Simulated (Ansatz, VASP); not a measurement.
One calculation of AlFe, two programs

The input INCAR:

```
SYSTEM = AlFe
  PREC = Accurate
  ENCUT = 520
  EDIFF = 1E-6
  ISMEAR = -1
  SIGMA = 0.1
  LREAL = .FALSE.
  LASPH = .TRUE.
  NELM = 150
  ALGO = Normal
  ISIF = 2
  LWAVE = .FALSE.
  LCHARG = .TRUE.
  ISPIN = 2
  MAGMOM = 0 4.5
  LORBIT = 11
  LMAXMIX = 4
  GGA = PE
  LELF = .TRUE.
  LVHAR = .TRUE.
  NBANDS = 16
```

KPOINTS

```
Automatic mesh
0
G
  10 10 10
  0 0 0
```

File POSCAR:

```
AlFe
1.0
    2.9482938651      0.0000000000      0.0000000000
    0.0000000000      2.9482938651      0.0000000000
    0.0000000000      0.0000000000      2.9482938651
Al Fe
1 1
Direct
    0.0000000000      0.0000000000      0.0000000000
    0.5000000000      0.5000000000      0.5000000000
```

Input for Ansatz:

```yaml
crystal:
  lattice:
    - [2.9482938651167157, 0.0, 0.0]
    - [0.0, 2.9482938651167157, 0.0]
    - [0.0, 0.0, 2.9482938651167157]
  atoms:
    - { symbol: Al, position: [0.0, 0.0, 0.0] }
    - { symbol: Fe, position: [0.5, 0.5, 0.5], spin: 4.5 }
basis:
  ecutwfc: 500.0
kpoints:
  mp_grid:
    grid: [10, 10, 10]
hamiltonian:
  xc: pbe
magnetization:
  spin_polarized: true
scf:
  occupations:
    method: fermi_dirac
    width: 0.1
output:
  stress: true
```

Alike in both runs: task single point; functional PBE; k mesh 10 × 10 × 10; occupations fermi-dirac, width 0.1 eV; collinear spin.

```csv
,VASP,Ansatz
version,VASP 6.6.1,Ansatz 0.2.0
potentials or method,"VASP PAW PBE potentials, release 64 (Al, Fe)","plane waves, PAW"
plane-wave cutoff (eV),520,500
valence electrons in the cell,11,19
```

VASP gave:

```
pressure (GPa)                                                : -11.1
net moment per atom (μB)                                      : 0.39
size of the moment on the site where the two differ most (μB) : 0.03
```

Question: What did Ansatz give for the same quantities?

Answer: Pressure (GPa): -11.0; net moment per atom (μB): 0.39; size of the moment on the site where the two differ most (μB): 0.04.

Site moments also hang on the region over which each program counts them. The two sets of potentials don't hold the same shells in valence. Ansatz warned: «given_moment_on_shells».

Caveats: the moment fell far below its start of 4.5 μB, so a state of higher moment may lie lower in energy (VASP).
